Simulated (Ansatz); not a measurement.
Level of theory: DFT PBE, scalar-relativistic, plane waves, PAW (Ansatz). Settings: cutoff 420 eV, Γ-centred meshes spaced at most about 0.3 Å⁻¹, and about 0.25 Å⁻¹ or finer for metals (2π included), Gaussian smearing. Spin is collinear.

Temperature and zero-point effects are left out.

Compare these two cells of MnSb, each relaxed at this level.

A. (parallel moments up to 3.7 μB)

Space group P4/mmm (No. 123). a = 3.900 Å, b = 3.900 Å, c = 3.062 Å, α = 90.00°, β = 90.00°, γ = 90.00°
```json
{"atom": "Mn", "site": "1b", "symmetry": "4/mmm", "x": "0.0000", "y": "0.0000", "z": "0.5000"}
{"atom": "Sb", "site": "1d", "symmetry": "4/mmm", "x": "0.5000", "y": "0.5000", "z": "0.5000"}
```

B. (parallel moments up to 3.2 μB, small opposite ones on other atoms)

Space group P6_3/mmc (No. 194). a = 4.096 Å, b = 4.096 Å, c = 5.595 Å, α = 90.00°, β = 90.00°, γ = 120.00°
| atom | site | symmetry | x | y | z |
| --- | --- | --- | --- | --- | --- |
| Mn | 2a | -3m. | 0.0000 | 0.0000 | 0.0000 |
| Sb | 2c | -6m2 | 0.6667 | 0.3333 | 0.7500 |

**Question.** Which would you expect to be lower, and how large is the difference?

**Answer.** B is lower, by 0.45 eV/atom. A has space group P4/mmm (No. 123), 23.3 Å³/atom and no gap on its mesh; B has the nickel arsenide type, space group P6_3/mmc (No. 194), 20.3 Å³/atom and no gap. Counting Sb atoms around Mn (those within 1.25 times the shortest such distance or 1.15 times the sum of covalent radii), A has Mn 4 and B has Mn 6. The denser one is the lower, and pressure would at first widen the difference. Origin: A, invented; B, reached from a cell as deposited in COD, among other starts.

These runs have no spin–orbit coupling, which can matter for Sb. Another magnetic order may lie lower. Cells relaxed within their symmetry can be saddle points.
